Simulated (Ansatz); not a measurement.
## ZrS2: single point with PBE

The system is ZrS2.

```
CELL_PARAMETERS angstrom
3.69138 0.00000 0.00000
-1.84569 3.19683 0.00000
0.00000 0.00000 6.04108
ATOMIC_POSITIONS crystal
Zr 0.00233 0.00147 0.00065
S 0.32714 0.66818 0.24361
S 0.67227 0.34663 0.75504
```

The cell is a database's computed one.

The cell isn't the ideal one: atoms moved at random, drawn with an rms of 0.05 Å.

```yaml
Program: Ansatz 0.2.0
Task: single point
Functional: PBE
Potentials_or_basis: Ansatz PAW
Cutoff: "420 eV (not typed: the program's choice for these potentials)"
k_mesh: 8 × 8 × 5
Occupations: fermi-dirac, width 0.05 eV
Spin: no spin polarisation
```

```yaml
Pressure: -1.4 GPa
Largest_force: 0.444 eV/Å
Band_gap_on_the_k_mesh: 0.95 eV, indirect (least direct gap 1.60 eV)
```

Forces on the atoms (eV/Å):
```
Zr  -0.045  0.047 -0.103
S    0.095  0.095 -0.315
S   -0.050 -0.142  0.418
```

Stress tensor (GPa, compression positive):
```
-1.62 -0.14  0.47
-0.14 -1.20  0.77
 0.47  0.77 -1.35
```

Levels at points of the mesh, in eV from the valence-band top:
| k point | band 8 | band 9 | band 10 | band 11 | band 12 | band 13 | band 14 | band 15 | band 16 |
| --- | --- | --- | --- | --- | --- | --- | --- | --- | --- |
| (0.00, 0.00, 0.00) | -2.63 | -2.60 | -0.08 | -0.05 | -0.01 | 1.59 | 1.63 | 2.29 | 4.74 |
| (0.00, -0.50, 0.00) | -2.49 | -2.33 | -2.30 | -1.74 | -1.13 | 1.09 | 3.24 | 3.53 | 5.48 |
| (-0.50, 0.00, 0.00) | -2.56 | -2.40 | -2.38 | -1.66 | -1.12 | 1.14 | 3.25 | 3.55 | 5.55 |
| (-0.50, -0.50, 0.00) | -2.52 | -2.38 | -2.33 | -1.70 | -1.13 | 1.11 | 3.24 | 3.54 | 5.52 |

Wall time 8 s on 2 threads of Arm Neoverse V1 (shared host), peak memory 0.48 GiB.

Caveat: odd divisions of the mesh miss points on the zone boundary, where band edges often lie, so the gap on the mesh can be too wide. A k mesh can miss the band edges.
